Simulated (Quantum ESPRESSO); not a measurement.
# Ce (Fm-3m) in Quantum ESPRESSO: further runs

The runs below take Ce through single point, equation of state, with rev-vdW-DF2.

Everything below comes from runs of Quantum ESPRESSO 7.5. Logs are shortened: lines on timing, memory, paths and dates and some standing lists are left out, and cuts for length are marked.

## Step 1: Starting point

The structure is cubic, space group Fm-3m (No. 225). The conventional cell has a = 5.161 Å, b = 5.161 Å, c = 5.161 Å, α = 90.00°, β = 90.00°, γ = 90.00°. Ce (site symmetry m-3m) has 12 Ce at 3.65 Å as nearest neighbours.

## Step 2: Single point, rev-vdW-DF2, collinear spin, ferromagnetic start, 32.31 Å³/atom

Input file pw.in:

```
&CONTROL
  calculation = 'scf'
  prefix = 'pwscf'
  outdir = './tmp'
  pseudo_dir = './pseudo'
  tprnfor = .true.
  tstress = .true.
  disk_io = 'nowf'
/
&SYSTEM
  ibrav = 0
  nat = 1
  ntyp = 1
  ecutwfc = 55
  ecutrho = 440
  nbnd = 15
  input_dft = 'vdw-df2-b86r'
  occupations = 'smearing'
  smearing = 'fd'
  degauss = 0.00367493
  nspin = 2
  starting_magnetization(1) = 0.0833
/
&ELECTRONS
  conv_thr = 2d-10
  electron_maxstep = 120
  mixing_beta = 0.3
/
ATOMIC_SPECIES
Ce   140.1160 Ce.paw.z_12.atompaw.wentzcovitch.v1.2.upf
CELL_PARAMETERS angstrom
   0.0000000000    2.5279199122    2.5279199122
   2.5279199122    0.0000000000    2.5279199122
   2.5279199122    2.5279199122    0.0000000000
ATOMIC_POSITIONS crystal
Ce     0.0000000000    0.0000000000    0.0000000000
K_POINTS automatic
9 9 9 0 0 0
```

Potentials or basis: SSSP 1.3 efficiency PBE.

The run is started by

```sh
$ OMP_NUM_THREADS=1 pw.x -in pw.in > pw.out
```

pw.out:

```text
This program is part of the open-source Quantum ESPRESSO suite
     for quantum simulation of materials; please cite
         "P. Giannozzi et al., J. Phys.:Condens. Matter 21 395502 (2009);
         "P. Giannozzi et al., J. Phys.:Condens. Matter 29 465901 (2017);
         "P. Giannozzi et al., J. Chem. Phys. 152 154105 (2020);
     in publications or presentations arising from this work. More details at

     file Ce.paw.z_12.atompaw.wentzcovitch.v1.2.upf: wavefunction(s)  6S 0P 5D 0D 4F 0F renormalized

     IMPORTANT: XC functional enforced from input :
     Exchange-correlation= VDW-DF2-B86R
                           (   1   4  26   0   2   0   0)
     Any further DFT definition will be discarded
     Please, verify this is what you really want

     Message from routine setup:
     using ibrav=0 with symmetry is DISCOURAGED, use correct ibrav instead

     G-vector sticks info
     --------------------
     sticks:   dense  smooth     PW     G-vecs:    dense   smooth      PW
     Sum        1393     685    211                34015    12039    2085

     Using Slab Decomposition

     bravais-lattice index     =            0
     lattice parameter (alat)  =       6.7558  a.u.
     unit-cell volume          =     218.0301 (a.u.)^3
     number of atoms/cell      =            1
     number of atomic types    =            1
     number of electrons       =        12.00
     number of Kohn-Sham states=           15
     kinetic-energy cutoff     =      55.0000  Ry
     charge density cutoff     =     440.0000  Ry
     scf convergence threshold =      2.0E-10
     mixing beta               =       0.3000
     number of iterations used =            8  plain     mixing
     Exchange-correlation= VDW-DF2-B86R
                           (   1   4  26   0   2   0   0)

     celldm(1)=   6.755806  celldm(2)=   0.000000  celldm(3)=   0.000000
     celldm(4)=   0.000000  celldm(5)=   0.000000  celldm(6)=   0.000000

     crystal axes: (cart. coord. in units of alat)
               a(1) = (   0.000000   0.707107   0.707107 )
               a(2) = (   0.707107   0.000000   0.707107 )
               a(3) = (   0.707107   0.707107   0.000000 )

     reciprocal axes: (cart. coord. in units 2 pi/alat)
               b(1) = ( -0.707107  0.707107  0.707107 )
               b(2) = (  0.707107 -0.707107  0.707107 )
               b(3) = (  0.707107  0.707107 -0.707107 )

     PseudoPot. # 1 for Ce read from file:
     Ce.paw.z_12.atompaw.wentzcovitch.v1.2.upf
     Pseudo is Projector augmented-wave + core cor, Zval = 12.0
     Generated using ATOMPAW code
     Shape of augmentation charge: BESSEL
     Using radial grid of 1102 points,  8 beta functions with:
                l(1) =   0
                l(2) =   0
                l(3) =   1
                l(4) =   1
                l(5) =   2
                l(6) =   2
                l(7) =   3
                l(8) =   3
     Q(r) pseudized with 0 coefficients

     atomic species   valence    mass     pseudopotential
     Ce               12.00   140.11600     Ce( 1.00)

     Starting magnetic structure
     atomic species   magnetization
     Ce              0.083

     48 Sym. Ops., with inversion, found

   Cartesian axes

     site n.     atom                  positions (alat units)
         1        Ce     tau(   1) = (   0.0000000   0.0000000   0.0000000  )

     number of k points=    35  Fermi-Dirac smearing, width (Ry)=  0.0037
                       cart. coord. in units 2pi/alat
        k(    1) = (   0.0000000   0.0000000   0.0000000), wk =   0.0013717
        k(    2) = (   0.0785674   0.0785674  -0.0785674), wk =   0.0109739
        k(    3) = (   0.1571348   0.1571348  -0.1571348), wk =   0.0109739
        k(    4) = (   0.2357023   0.2357023  -0.2357023), wk =   0.0109739
        k(    5) = (   0.3142697   0.3142697  -0.3142697), wk =   0.0109739
        k(    6) = (   0.1571348   0.0000000  -0.0000000), wk =   0.0082305
[... 27 lines left out ...]
        k(   34) = (  -0.0000000  -0.4714045   0.6285394), wk =   0.0329218
        k(   35) = (  -0.0785674  -0.3928371   0.7071068), wk =   0.0329218

     Dense  grid:    34015 G-vectors     FFT dimensions: (  45,  45,  45)

     Smooth grid:    12039 G-vectors     FFT dimensions: (  32,  32,  32)

     Generating pointlists ...
     new r_m :   0.4125 (alat units)  2.7868 (a.u.) for type    1

     Initial potential from superposition of free atoms

     starting charge      11.9930, renormalised to      12.0000

     %%%%%%%%%%%%%%%%%%%%%%%%%%%%%%%%%%%%%%%%%%%%%%%%%%%%%%%%%%%%%%%%%%%%%%%%
     %                                                                      %
     % You are using vdW-DF, which was implemented by the Thonhauser group. %
     % Please cite the following two papers that made this development      %
     % possible and the two reviews that describe the various versions:     %
[... 98 lines left out ...]
     Davidson diagonalization with overlap
     ethr =  7.65E-07,  avg # of iterations =  1.7

     negative rho (up, down):  0.000E+00 5.152E-07

     total energy              =    -479.32710660 Ry
     estimated scf accuracy    <       0.00000857 Ry

     total magnetization       =     0.80 Bohr mag/cell
     absolute magnetization    =     0.80 Bohr mag/cell

     iteration #  7     ecut=    55.00 Ry     beta= 0.30
     Davidson diagonalization with overlap
     ethr =  7.14E-08,  avg # of iterations =  2.1

     total energy              =    -479.32710711 Ry
     estimated scf accuracy    <       0.00002343 Ry

     total magnetization       =     0.77 Bohr mag/cell
     absolute magnetization    =     0.77 Bohr mag/cell

     iteration #  8     ecut=    55.00 Ry     beta= 0.30
     Davidson diagonalization with overlap
     ethr =  7.14E-08,  avg # of iterations =  2.0
[... 87 lines left out ...]
     iteration # 17     ecut=    55.00 Ry     beta= 0.30
     Davidson diagonalization with overlap
     ethr =  4.72E-12,  avg # of iterations =  1.6

     total energy              =    -479.32713338 Ry
     estimated scf accuracy    <          2.0E-10 Ry

     total magnetization       =     0.66 Bohr mag/cell
     absolute magnetization    =     0.66 Bohr mag/cell

     iteration # 18     ecut=    55.00 Ry     beta= 0.30
     Davidson diagonalization with overlap
     ethr =  1.68E-12,  avg # of iterations =  1.6

     Magnetic moment per site  (integrated on atomic sphere of radius R)
     atom   1 (R=0.412)  charge= 10.4070  magn=  0.5874

     End of self-consistent calculation

 ------ SPIN UP ------------

          k = 0.0000 0.0000 0.0000 (  1459 PWs)   bands (ev):

   -22.0578  -3.8715  -3.8715  -3.8715   9.4298  12.4830  12.8906  12.8906
    12.8906  13.4803  13.4803  13.4803  14.3245  14.3245  14.3245

          k = 0.0786 0.0786-0.0786 (  1462 PWs)   bands (ev):

   -22.0292  -4.0968  -3.8975  -3.8975   9.8375  12.4178  12.8616  12.9085
    12.9085  13.3472  13.3472  13.4821  14.2188  14.6083  14.6083

          k = 0.1571 0.1571-0.1571 (  1492 PWs)   bands (ev):

   -21.9557  -4.6289  -3.9623  -3.9623  10.6686  12.4266  12.7846  12.9612
    12.9612  13.1914  13.1914  13.4867  14.1625  14.8387  14.8387

          k = 0.2357 0.2357-0.2357 (  1501 PWs)   bands (ev):

   -21.8701  -5.1818  -4.0343  -4.0343  10.9509  12.6479  12.8826  13.0115
    13.0115  13.1574  13.1574  13.4920  14.5153  14.5153  14.7462
[... 143 lines left out ...]
   -21.7310  -5.3190  -4.5816  -4.4653  11.0119  11.5929  12.9814  13.0504
    13.0912  13.1219  13.2088  13.2328  13.2442  15.9960  17.9407

          k =-0.0000-0.4714 0.6285 (  1504 PWs)   bands (ev):

   -21.7239  -5.1984  -4.8120  -4.4405  11.3360  12.2042  12.9446  12.9615
    13.0750  13.1395  13.2048  13.2931  13.3257  15.1679  16.9554

          k =-0.0786-0.3928 0.7071 (  1501 PWs)   bands (ev):

   -21.7273  -5.0942  -4.8823  -4.4667  11.7762  12.5288  12.7590  12.9228
    13.1092  13.1159  13.2095  13.3438  13.6484  14.1741  16.4468

 ------ SPIN DOWN ----------

          k = 0.0000 0.0000 0.0000 (  1459 PWs)   bands (ev):

   -21.7780  -3.6450  -3.6450  -3.6450   9.6103  12.9365  13.3230  13.3230
    13.3230  13.8080  13.8080  13.8080  14.4830  14.4830  14.4830

          k = 0.0786 0.0786-0.0786 (  1462 PWs)   bands (ev):

   -21.7490  -3.8725  -3.6712  -3.6712  10.0191  12.8389  13.2899  13.3390
    13.3390  13.6578  13.6578  13.8099  14.4249  14.7835  14.7835

          k = 0.1571 0.1571-0.1571 (  1492 PWs)   bands (ev):

   -21.6744  -4.4098  -3.7366  -3.7366  10.8527  12.8115  13.2009  13.3825
    13.3825  13.5031  13.5031  13.8146  14.4330  15.0174  15.0174

          k = 0.2357 0.2357-0.2357 (  1501 PWs)   bands (ev):

   -21.5875  -4.9676  -3.8093  -3.8093  11.1387  13.0730  13.2995  13.3689
    13.3689  13.5342  13.5342  13.8200  14.6944  14.6944  14.9811
[... 143 lines left out ...]
   -21.4464  -5.1047  -4.3620  -4.2449  11.1500  11.7831  13.3325  13.3676
    13.4417  13.4928  13.6637  13.6763  13.7048  16.2136  18.1113

          k =-0.0000-0.4714 0.6285 (  1504 PWs)   bands (ev):

   -21.4392  -4.9833  -4.5946  -4.2198  11.4877  12.4045  13.2704  13.3038
    13.4540  13.4641  13.6950  13.7250  13.7437  15.3933  17.1281

          k =-0.0786-0.3928 0.7071 (  1501 PWs)   bands (ev):

   -21.4426  -4.8786  -4.6650  -4.2466  11.9347  12.7978  13.0531  13.2402
    13.4599  13.4895  13.6957  13.7704  13.9865  14.4418  16.6256

     the Fermi energy is    12.7530 ev

!    total energy              =    -479.32713338 Ry
     total all-electron energy =      -479.327133 Ry
     estimated scf accuracy    <          1.6E-11 Ry
     smearing contrib. (-TS)   =      -0.00262683 Ry
     internal energy E=F+TS    =    -479.32450655 Ry

     The total energy is F=E-TS. E is the sum of the following terms:
     one-electron contribution =      -4.32342504 Ry
     hartree contribution      =      10.03079351 Ry
     xc contribution           =     -13.79967897 Ry
     ewald contribution        =     -69.10295098 Ry
     one-center paw contrib.   =    -402.12924506 Ry

     total magnetization       =     0.66 Bohr mag/cell
     absolute magnetization    =     0.66 Bohr mag/cell

     convergence has been achieved in  18 iterations

     Forces acting on atoms (cartesian axes, Ry/au):

     atom    1 type  1   force =     0.00000000    0.00000000    0.00000000

     Total force =     0.000000     Total SCF correction =     0.000000

     Computing stress (Cartesian axis) and pressure

          total   stress  (Ry/bohr**3)                   (kbar)     P=      -57.62
  -0.00039171  -0.00000000   0.00000000          -57.62       -0.00        0.00
  -0.00000000  -0.00039171  -0.00000000           -0.00      -57.62       -0.00
   0.00000000  -0.00000000  -0.00039171            0.00       -0.00      -57.62

=------------------------------------------------------------------------------=
   JOB DONE.
=------------------------------------------------------------------------------=
```

Wall time 2.4 min (1 thread of Arm Neoverse V1, shared host); peak memory 0.39 GiB.

Results:

```
Free energy                                           : -6521.5779 eV
Pressure                                              : -5.8 GPa
Band gap on the k mesh                                : none (metal or under the smearing width)
Net moment                                            : 0.66 μB per cell
Absolute moment                                       : 0.66 μB per cell
Site moments                                          : Ce +0.59 μB
Valence electrons inside the program's atomic spheres : Ce 10.41
```

Caveat: the potentials were made for another functional, which shifts forces and pressure; the magnetic or orbital state may not be the lowest; spin-orbit coupling is left out, which moves the levels of the heavy elements.

## Step 3: Single point, rev-vdW-DF2, collinear spin, ferromagnetic start, 33.00 Å³/atom

pw.in: that of step 2 with these lines changed.

```diff
@@ -31,5 +31,5 @@
 CELL_PARAMETERS angstrom
-   0.0000000000    2.5279199122    2.5279199122
-   2.5279199122    0.0000000000    2.5279199122
-   2.5279199122    2.5279199122    0.0000000000
+   0.0000000000    2.5457227516    2.5457227516
+   2.5457227516    0.0000000000    2.5457227516
+   2.5457227516    2.5457227516    0.0000000000
 ATOMIC_POSITIONS crystal
```

Potentials or basis: SSSP 1.3 efficiency PBE.

The run is started by

```sh
$ OMP_NUM_THREADS=1 pw.x -in pw.in > pw.out
```

Wall time 3 min (1 thread of Arm Neoverse V1, shared host); peak memory 0.39 GiB.

The run converged. Its results:

| Property | Result |
| --- | --- |
| Free energy | -6521.5532 eV |
| Pressure | -5.8 GPa |
| Band gap on the k mesh | none (metal or under the smearing width) |
| Net moment | 0.80 μB per cell |
| Absolute moment | 0.80 μB per cell |
| Site moments | Ce +0.71 μB |
| Valence electrons inside the program's atomic spheres | Ce 10.42 |

Caveat: the potentials were made for another functional, which shifts forces and pressure; the magnetic or orbital state may not be the lowest; spin-orbit coupling is left out, which moves the levels of the heavy elements.

## Step 4: Single point, rev-vdW-DF2, collinear spin, ferromagnetic start, 33.68 Å³/atom

pw.in: that of step 3 with these lines changed.

```diff
@@ -31,5 +31,5 @@
 CELL_PARAMETERS angstrom
-   0.0000000000    2.5457227516    2.5457227516
-   2.5457227516    0.0000000000    2.5457227516
-   2.5457227516    2.5457227516    0.0000000000
+   0.0000000000    2.5632800151    2.5632800151
+   2.5632800151    0.0000000000    2.5632800151
+   2.5632800151    2.5632800151    0.0000000000
 ATOMIC_POSITIONS crystal
```

The run is started by

```sh
$ OMP_NUM_THREADS=1 pw.x -in pw.in > pw.out
```

Run time: 2.8 min. Hardware: 1 thread of Arm Neoverse V1, shared host; peak memory 0.4 GiB.

Results (log left out):

* Free energy: -6521.5283 eV
* Pressure: -5.9 GPa
* Band gap on the k mesh: none (metal or under the smearing width)
* Net moment: 0.89 μB per cell
* Absolute moment: 0.89 μB per cell
* Site moments: Ce +0.79 μB
* Valence electrons inside the program's atomic spheres: Ce 10.44

Caveat: the potentials were made for another functional, which shifts forces and pressure; the magnetic or orbital state may not be the lowest; spin-orbit coupling is left out, which moves the levels of the heavy elements.

## Step 5: Single point, rev-vdW-DF2, collinear spin, ferromagnetic start, 34.37 Å³/atom

pw.in: that of step 4 with these lines changed.

```diff
@@ -31,5 +31,5 @@
 CELL_PARAMETERS angstrom
-   0.0000000000    2.5632800151    2.5632800151
-   2.5632800151    0.0000000000    2.5632800151
-   2.5632800151    2.5632800151    0.0000000000
+   0.0000000000    2.5806000000    2.5806000000
+   2.5806000000    0.0000000000    2.5806000000
+   2.5806000000    2.5806000000    0.0000000000
 ATOMIC_POSITIONS crystal
```

The run is started by

```sh
$ OMP_NUM_THREADS=1 pw.x -in pw.in > pw.out
```

Wall time 2.9 min (1 thread of Arm Neoverse V1, shared host); peak memory 0.41 GiB.

It converged, with:

| Item | Value |
| --- | --- |
| Free energy | -6521.5029 eV |
| Pressure | -6.0 GPa |
| Band gap on the k mesh | none (metal or under the smearing width) |
| Net moment | 0.97 μB per cell |
| Absolute moment | 0.97 μB per cell |
| Site moments | Ce +0.86 μB |
| Valence electrons inside the program's atomic spheres | Ce 10.46 |

Caveat: the potentials were made for another functional, which shifts forces and pressure; the magnetic or orbital state may not be the lowest; spin-orbit coupling is left out, which moves the levels of the heavy elements.

## Step 6: Single point, rev-vdW-DF2, collinear spin, ferromagnetic start, 35.06 Å³/atom

pw.in: that of step 5 with these lines changed.

```diff
@@ -31,5 +31,5 @@
 CELL_PARAMETERS angstrom
-   0.0000000000    2.5806000000    2.5806000000
-   2.5806000000    0.0000000000    2.5806000000
-   2.5806000000    2.5806000000    0.0000000000
+   0.0000000000    2.5976905643    2.5976905643
+   2.5976905643    0.0000000000    2.5976905643
+   2.5976905643    2.5976905643    0.0000000000
 ATOMIC_POSITIONS crystal
```

Potentials or basis: SSSP 1.3 efficiency PBE.

The run is started by

```sh
$ OMP_NUM_THREADS=1 pw.x -in pw.in > pw.out
```

Wall time 3.1 min (1 thread of Arm Neoverse V1, shared host); peak memory 0.41 GiB.

It converged, with:

```
Free energy                                           : -6521.4773 eV
Pressure                                              : -6.0 GPa
Band gap on the k mesh                                : none (metal or under the smearing width)
Net moment                                            : 1.04 μB per cell
Absolute moment                                       : 1.04 μB per cell
Site moments                                          : Ce +0.92 μB
Valence electrons inside the program's atomic spheres : Ce 10.47
```

Caveat: the potentials were made for another functional, which shifts forces and pressure; the magnetic or orbital state may not be the lowest; spin-orbit coupling is left out, which moves the levels of the heavy elements.

## Step 7: Single point, rev-vdW-DF2, collinear spin, ferromagnetic start, 35.75 Å³/atom

pw.in: that of step 6 with these lines changed.

```diff
@@ -31,5 +31,5 @@
 CELL_PARAMETERS angstrom
-   0.0000000000    2.5976905643    2.5976905643
-   2.5976905643    0.0000000000    2.5976905643
-   2.5976905643    2.5976905643    0.0000000000
+   0.0000000000    2.6145591575    2.6145591575
+   2.6145591575    0.0000000000    2.6145591575
+   2.6145591575    2.6145591575    0.0000000000
 ATOMIC_POSITIONS crystal
```

The run is started by

```sh
$ OMP_NUM_THREADS=1 pw.x -in pw.in > pw.out
```

Wall time 3.2 min (1 thread of Arm Neoverse V1, shared host); peak memory 0.42 GiB.

It converged, with:

```
Free energy                                           : -6521.4514 eV
Pressure                                              : -6.1 GPa
Band gap on the k mesh                                : none (metal or under the smearing width)
Net moment                                            : 1.11 μB per cell
Absolute moment                                       : 1.11 μB per cell
Site moments                                          : Ce +0.97 μB
Valence electrons inside the program's atomic spheres : Ce 10.48
```

Caveat: the potentials were made for another functional, which shifts forces and pressure; the magnetic or orbital state may not be the lowest; spin-orbit coupling is left out, which moves the levels of the heavy elements.

## Step 8: Single point, rev-vdW-DF2, collinear spin, ferromagnetic start, 36.43 Å³/atom

pw.in: that of step 7 with these lines changed.

```diff
@@ -31,5 +31,5 @@
 CELL_PARAMETERS angstrom
-   0.0000000000    2.6145591575    2.6145591575
-   2.6145591575    0.0000000000    2.6145591575
-   2.6145591575    2.6145591575    0.0000000000
+   0.0000000000    2.6312128495    2.6312128495
+   2.6312128495    0.0000000000    2.6312128495
+   2.6312128495    2.6312128495    0.0000000000
 ATOMIC_POSITIONS crystal
```

The run is started by

```sh
$ OMP_NUM_THREADS=1 pw.x -in pw.in > pw.out
```

Run time: 3.2 min. Hardware: 1 thread of Arm Neoverse V1, shared host; peak memory 0.43 GiB.

It converged, with:

```
Free energy                                           : -6521.4253 eV
Pressure                                              : -6.1 GPa
Band gap on the k mesh                                : none (metal or under the smearing width)
Net moment                                            : 1.17 μB per cell
Absolute moment                                       : 1.17 μB per cell
Site moments                                          : Ce +1.03 μB
Valence electrons inside the program's atomic spheres : Ce 10.50
```

Caveat: the potentials were made for another functional, which shifts forces and pressure; the magnetic or orbital state may not be the lowest; spin-orbit coupling is left out, which moves the levels of the heavy elements.

## Step 9: Equation of state, rev-vdW-DF2, collinear spin, ferromagnetic start

Potentials or basis: SSSP 1.3 efficiency PBE.

This step only gathers the single runs of the series.

Results:

```
Equilibrium volume : outside the volumes run
```

Energy against volume, from the lowest point:
```tsv
volume (Å³/atom)	energy (meV/atom)
32.309	0.00
32.996	24.66
33.684	49.61
34.371	74.94
35.058	100.61
35.746	126.53
36.433	152.62
```

Caveat: the potentials were made for another functional, which shifts forces and pressure; the magnetic or orbital state may not be the lowest; spin-orbit coupling is left out, which moves the levels of the heavy elements. The state reached can hang on the start; a lower one may exist.
